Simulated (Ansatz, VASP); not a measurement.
## Mo: VASP beside Ansatz

The input INCAR:

```
PREC = Accurate ; ENCUT = 520
EDIFF = 1E-6 ; ISMEAR = -1
SIGMA = 0.08 ; LREAL = F
LASPH = T ; NELM = 100
ALGO = Normal ; ISIF = 2
LWAVE = F ; LCHARG = F
NBANDS = 13
```

KPOINTS

```
Automatic mesh
0
Gamma
  17 17 17
```

POSCAR

```
Mo
1.0
   -1.4322886578      1.4322886578      1.4322886578
    1.4322886578     -1.4322886578      1.4322886578
    1.4322886578      1.4322886578     -1.4322886578
Mo
1
Direct
    0.0000000000      0.0000000000      0.0000000000
```

Input for Ansatz:

```yaml
crystal:
  lattice:
    - [-1.4322886578, 1.4322886578, 1.4322886578]
    - [1.4322886578, -1.4322886578, 1.4322886578]
    - [1.4322886578, 1.4322886578, -1.4322886578]
  atoms:
    - { symbol: Mo, position: [0.0, 0.0, 0.0] }
kpoints:
  mp_grid: { grid: [17, 17, 17] }
scf:
  occupations: { method: fermi_dirac, width: 0.08 }
hamiltonian:
  xc: lda
  pseudopotentials: { kind: all_electron, lapw: { basis_error: 0.001 } }
output:
  forces: true
  stress: true
  eigenvalues: true
  populations: true
```

Change from the starting cell: volume scaled by 0.78, LAPW.

Alike in both runs: task single point; functional LDA; k mesh 17 × 17 × 17; occupations fermi-dirac, width 0.08 eV; no spin polarisation.

|  | VASP | Ansatz |
| --- | --- | --- |
| version | VASP 6.6.1 | Ansatz 0.2.0 |
| potentials or method | VASP PAW LDA potentials, release 64 (Mo_sv) | all-electron LAPW, scalar-relativistic |
| plane-wave cutoff (eV) | 520 | see its input |

|  | VASP | Ansatz | Ansatz less VASP |
| --- | --- | --- | --- |
| pressure (GPa) | 122.3 | 119.5 | -2.82 |

Ansatz ran all-electron here, so the differences hold the error of VASP's frozen core and of both bases.

Caveats: the cell as given lies far from equilibrium; so large a pressure means that the cell lies far from this level's equilibrium, or that cutoff or potentials fall short (VASP).
